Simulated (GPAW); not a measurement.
# Ta2N (P-3m1) in GPAW: a series of runs

One crystal, Ta2N, is run at these levels: PBE+U; tasks: optical spectrum, energy-loss spectrum.

All numbers are computed with GPAW 26.7.0; they aren't measurements. Logs are shortened: lines on timing, memory, paths and dates and some standing lists are left out, and cuts for length are marked. The log counts tension as positive stress, the text compression.

### 1 The crystal as given

Symmetry: P-3m1, No. 164, trigonal system. Conventional cell: a = 3.113 Å, b = 3.113 Å, c = 4.870 Å, α = 90.00°, β = 90.00°, γ = 120.00°. Around Ta (site symmetry 3m) lie 3 N at 2.18 Å. N (site symmetry -3m) has 6 Ta at 2.18 Å as nearest neighbours.

The cell comes from a database or a generator and needn't be the stable form of this composition.

### 2 Optical spectrum, PBE+U

File run.py:

```python
from ase import Atoms
from ase.dft.bandgap import bandgap
from ase.io import write
from gpaw import GPAW, PW
from gpaw.response.df import DielectricFunction

atoms = Atoms(['Ta', 'Ta', 'N'],
              cell=[[3.112861506, 0.0, 0.0],
                    [-1.556430753, 2.6958171426, 0.0],
                    [0.0, 0.0, 4.869841]],
              scaled_positions=[[0.3333333333, 0.6666666667, 0.254711],
                                [0.6666666667, 0.3333333333, 0.745289],
                                [0.0, 0.0, 0.0]],
              pbc=True)

calc = GPAW(mode=PW(550),
            xc='PBE',
            kpts={'size': (8, 8, 5), 'gamma': True},
            occupations={'name': 'fermi-dirac', 'width': 0.05},
            setups={'Ta': '5:d,6.0'},
            nbands=-15,
            convergence={'density': 1e-06},
            maxiter=100,
            txt='gpaw.txt')
atoms.calc = calc
energy = atoms.get_potential_energy()
calc.write('gs.gpw')
write('result.traj', atoms)
print(f'Energy: {energy:.6f} eV')
print('Fermi level:', round(calc.get_fermi_level(), 4), 'eV')
print(f'Gap: {bandgap(calc)[0]:.4f} eV, direct: {bandgap(calc, direct=True)[0]:.4f} eV')

dense = calc.fixed_density(kpts={'size': (15, 15, 9), 'gamma': True},
                           nbands=38, convergence={'bands': 32},
                           update_fermi_level=True, txt='dense.txt')
dense.write('dense.gpw', mode='all')

df = DielectricFunction('dense.gpw', frequencies={'type': 'nonlinear', 'domega0': 0.02, 'omega2': 10},
                        eta=0.3, ecut=150, nbands=32, rate='eta', txt='df.txt')
for direction in ['x', 'z']:
    df.get_dielectric_function(xc='RPA', direction=direction, filename=f'df_{direction}.csv')
```

Potentials or basis: GPAW PAW data sets (gpaw-data 1.2.1), other valence, pw.

The run is started by

```console
$ OMP_NUM_THREADS=1 python run.py
```

gpaw.txt:

```text
__  _  _
 | _ |_)|_||  |
 |__||  | ||/\| - 26.7.0

Input parameters:
  mode=PW(ecut=550.0),
  convergence={'density': 1e-06},
  kpts=MonkhorstPack(size=(8, 8, 5), gamma=True),
  maxiter=100,
  nbands=-15,
  occupations=Occupations(name='fermi-dirac', width=0.05),
  setups={'Ta': '5:d,6.0'},
  xc=XC(name='PBE')

Diagonalizing LCAO Hamiltonian
Converting LCAO to pw mode

            Ta

         Ta

       N

Atoms  # Å, Bohr magnetons
|   | symbol |         x |        y |        z |    initial magnetic moments |
|---|--------|-----------|----------|----------|-----------------------------|
| 0 |     Ta | -0.000000 | 1.797211 | 1.240402 | ( 0.0000,  0.0000,  0.0000) |
| 1 |     Ta |  1.556431 | 0.898606 | 3.629439 | ( 0.0000,  0.0000,  0.0000) |
| 2 |      N |  0.000000 | 0.000000 | 0.000000 | ( 0.0000,  0.0000,  0.0000) |

Unit cell  # Å
| periodic |         x |        y |        z |  lengths |     angles |
|----------|-----------|----------|----------|----------|------------|
|      yes |  3.112862 | 0.000000 | 0.000000 | 3.112862 |  90.000000 |
|      yes | -1.556431 | 2.695817 | 0.000000 | 3.112862 |  90.000000 |
|      yes |  0.000000 | 0.000000 | 4.869841 | 4.869841 | 120.000000 |

Number of symmetries: 12
Symmetry operations  # r_c * U_cc + t_c -> r_c
|    | kind |            matrix            |
|----|------|------------------------------|
|  0 |  σ   |  1, 1, 0,  0,-1, 0,  0, 0, 1 |
|  1 |  S6  |  1, 1, 0, -1, 0, 0,  0, 0,-1 |
|  2 |  E   |  1, 0, 0,  0, 1, 0,  0, 0, 1 |
|  3 |  C2  |  1, 0, 0, -1,-1, 0,  0, 0,-1 |
|  4 |  C2  |  0, 1, 0,  1, 0, 0,  0, 0,-1 |
|  5 |  C3  |  0, 1, 0, -1,-1, 0,  0, 0, 1 |
|  6 |  S6  |  0,-1, 0,  1, 1, 0,  0, 0,-1 |
|  7 |  σ   |  0,-1, 0, -1, 0, 0,  0, 0, 1 |
|  8 |  σ   | -1, 0, 0,  1, 1, 0,  0, 0, 1 |
|  9 |  i   | -1, 0, 0,  0,-1, 0,  0, 0,-1 |
| 10 |  C3  | -1,-1, 0,  1, 0, 0,  0, 0, 1 |
| 11 |  C2  | -1,-1, 0,  0, 1, 0,  0, 0,-1 |

BZ-sampling:
  Number of BZ points: 320
  Number of IBZ points: 40

  Monkhorst-Pack size: [8, 8, 5]
  Monkhorst-Pack shift: [0.0625, 0.0625, 0.0]

K-points  # in reciprocal-cell coordinates
|     |                                coordinates |     weight |
|-----|--------------------------------------------|------------|
|   0 | (  0.00000000,   0.00000000,   0.00000000) | 0.00312500 |
|   1 | (  0.00000000,   0.00000000,   0.20000000) | 0.00625000 |
|   2 | (  0.00000000,   0.00000000,   0.40000000) | 0.00625000 |
|   3 | (  0.12500000,   0.00000000,  -0.40000000) | 0.01875000 |
|   4 | (  0.12500000,   0.00000000,  -0.20000000) | 0.01875000 |
|   5 | (  0.12500000,   0.00000000,   0.00000000) | 0.01875000 |
|   6 | (  0.12500000,   0.00000000,   0.20000000) | 0.01875000 |
|   7 | (  0.12500000,   0.00000000,   0.40000000) | 0.01875000 |
|   8 | (  0.25000000,  -0.12500000,   0.00000000) | 0.01875000 |
|   9 | (  0.25000000,  -0.12500000,   0.20000000) | 0.03750000 |
| ... |                                            |            |
|  39 | (  0.50000000,   0.50000000,   0.40000000) | 0.01875000 |

Plane wave coefficients: 1216
Cutoff: 550.0 eV

Spin-components: 1 (collinear spins)
Bands:           22
Projectors:      17
Spin-degeneracy: 2
Datatype:        complex128

Density:
  Valence electrons: 15.0
  Components: 1
  Grid points: [18 18 27]
  Charge: 0.0  # |e|

Potential:
  Grid points: [18 18 27]

species:
  Ta:
    name:    Tantalum
    Z:       73.0
    valence: 5
    core:    68
    charge:  0.0  # [|e|]
    Hubbard: {U: 6.0,  # eV
              l: 2,
              scale: True}
    compensation charges:
      type: gauss
      rc: 0.47  # [Å]
      lmax: 2
    cutoffs:
      filter: 2.63  # [Å]
      core: 3.60  # [Å]
    projectors
    | kind |    occ | energy [eV] | rcut [Å] |
    |------|--------|-------------|----------|
    |   6s |  2.000 |      -5.429 |    1.482 |
    |   6p |  0.000 |      -1.396 |    1.482 |
    |   5d |  3.000 |      -3.603 |    1.482 |
    |    s |        |      21.783 |    1.482 |
    |    p |        |      25.815 |    1.482 |
    |    d |        |      23.609 |    1.482 |

    Using partial waves for Ta as LCAO basis

  N:
    name:    Nitrogen
    Z:       7.0
    valence: 5
    core:    2
    charge:  0.0  # [|e|]
    compensation charges:
      type: gauss
      rc: 0.18  # [Å]
      lmax: 2
    cutoffs:
      filter: 1.11  # [Å]
      core: 0.96  # [Å]
    projectors
    | kind |    occ | energy [eV] | rcut [Å] |
    |------|--------|-------------|----------|
    |   2s |  2.000 |     -18.583 |    0.603 |
    |   2p |  3.000 |      -7.089 |    0.529 |
    |    s |        |       8.629 |    0.603 |
    |    p |        |      20.123 |    0.529 |
    |    d |        |       0.000 |    0.577 |

    Using partial waves for N as LCAO basis

Reference energy: -849826.604304  # eV

eigensolver:
  PPCG
  Converge bands: occupied
  niter=2

density mixing:
  MSR1-Mixer
  Pratt-step length: 0.05
  Maximum mixing coefficient: 0.75
  Old densities: 10
  SVD Regularization: 0.005
  Good broyden scale: 1.0
  Trust region scale: 1.0
  Backstep threshold: 4.0
  History deletion threshold: 6.0
  Fourier metric: weight=20.0, sigma=0.015

occupation numbers:
  Fermi-Dirac:
    width: 0.0500  # eV

poisson solver:
  ecut: 4400.0  # eV

xc functional:
  name: PBE with 2 nearest neighbor stencil

convergence criteria:
- Maximum integral of absolute [dens]ity change: 1e-06 electrons / valence electron
- Maximum [total energy] change in last 3 cyles: 0.0005 eV / valence electron
- Maximum integral of absolute [eigenst]ate change: 4e-08 eV^2 / valence electron
maximum number of iterations: 100

SCF iterations
|iter     | |      energy | eigst |  dens |
|---------|-|-------------|-------|-------|
|iter:   1| |  -18.230710 | +0.34 |       |
|iter:   2| |  -17.542048 | -1.44 | -0.65 |
|iter:   3| |  -15.810616 | -1.15 | -0.70 |
|iter:   4| |  -15.838824 | -1.86 | -1.33 |
|iter:   5| |  -15.872598 | -2.65 | -1.69 |
|iter:   6| |  -15.893926 | -3.04 | -1.97 |
|iter:   7| |  -15.902670 | -3.37 | -2.36 |
|iter:   8| |  -15.903899 | -4.59 | -2.86 |
|iter:   9| |  -15.904877c| -4.43 | -3.03 |
|iter:  10| |  -15.904903c| -5.81 | -3.49 |
|iter:  11| |  -15.904886c| -6.00 | -3.78 |
|iter:  12| |  -15.904865c| -6.62 | -4.13 |
|iter:  13| |  -15.904864c| -7.88c| -4.74 |
|iter:  14| |  -15.904865c| -7.82c| -5.21 |
|iter:  15| |  -15.904865c| -8.63c| -5.62 |
|iter:  16| |  -15.904866c| -8.79c| -6.02c|

Converged in 16 steps
Energy contributions relative to reference atoms: (reference = -849826.604304)

Energy contributions:
  Kinetic:           5.037707
  Coulomb:          -9.395707
  Zero:              0.766718
  External:          0.000000
  Xc:              -12.308529
  Entropy:          -0.010110
  Spinorbit:         0.000000
  ----------------------------
  Free energy:     -15.909921
  Extrapolated:    -15.904866

dipole moment: (-3.869283, -6.701795, -12.106413)  # |e|*Ang

Fermi level: 12.939
Eigenvalues  # (at kpt = [0.000, 0.000, 0.000])
| band index |      eig [eV] | occ [0-2] |
|------------|---------------|-----------|
|          0 |        -5.244 |     2.000 |
|          1 |         3.952 |     2.000 |
|          2 |         6.651 |     2.000 |
|          3 |         6.652 |     2.000 |
|          4 |         7.112 |     2.000 |
|          5 |        11.774 |     2.000 |
[... 9 lines left out ...]
|         15 |        19.619 |     0.000 |
|         16 |        22.135 |     0.000 |
|        ... |               |           |
|         21 |        30.139 |     0.000 |

No gap
No difference between direct/indirect transitions
# Writing to gs.gpw (mode='')
```

It took 5.3 min on 1 thread of Intel Xeon at 2.70GHz, shared host; peak memory 1.4 GiB.

What came out:

```
Free energy            : -15.9099 eV
Band gap on the k mesh : none (metal or under the smearing width)
```

Dielectric function (mean over the directions given):
| energy (eV) | real part | imaginary part |
| --- | --- | --- |
| 0.26 | 67.56 | 208.14 |
| 0.76 | -17.88 | 53.42 |
| 1.26 | -8.97 | 23.66 |
| 1.76 | -2.99 | 14.74 |
| 2.28 | -0.57 | 11.56 |
| 2.76 | 0.30 | 9.33 |
| 3.27 | 1.16 | 8.58 |
| 3.77 | 0.84 | 7.77 |
| 4.26 | 1.33 | 7.02 |
| 4.77 | 1.18 | 6.58 |
| 5.26 | 1.24 | 5.94 |
| 5.77 | 1.60 | 5.95 |
| 6.27 | 1.32 | 6.09 |
| 6.79 | 0.91 | 6.07 |
| 7.29 | 0.21 | 5.87 |
| 7.77 | -0.21 | 5.19 |
| 8.27 | -0.07 | 4.50 |
| 8.78 | 0.22 | 4.31 |
| 9.27 | 0.38 | 4.45 |
| 9.78 | -0.05 | 4.86 |
| 10.30 | -0.71 | 4.55 |
| 10.80 | -1.11 | 4.21 |
| 11.31 | -1.46 | 3.77 |
| 11.79 | -1.68 | 3.17 |
| 12.28 | -1.67 | 2.65 |
| 12.79 | -1.60 | 2.14 |
| 13.31 | -1.28 | 1.67 |
| 13.80 | -1.03 | 1.57 |
| 14.30 | -0.96 | 1.42 |
| 14.81 | -0.82 | 1.20 |
| 15.29 | -0.64 | 1.08 |
| 15.77 | -0.52 | 1.03 |
| 16.33 | -0.45 | 0.90 |
| 16.78 | -0.35 | 0.80 |
| 17.31 | -0.23 | 0.70 |
| 17.78 | -0.10 | 0.62 |
| 18.33 | 0.07 | 0.59 |
| 18.83 | 0.19 | 0.60 |
| 19.28 | 0.27 | 0.60 |
| 19.94 | 0.41 | 0.64 |

Caveat: the intraband term hangs on this k mesh; the long-wavelength limit can be off by several per cent where d states take part; response on these states lacks terms of the Hamiltonian; independent-particle spectra lack excitons; U without spin polarisation on a metal has little footing.

[end of part 1 of 2]
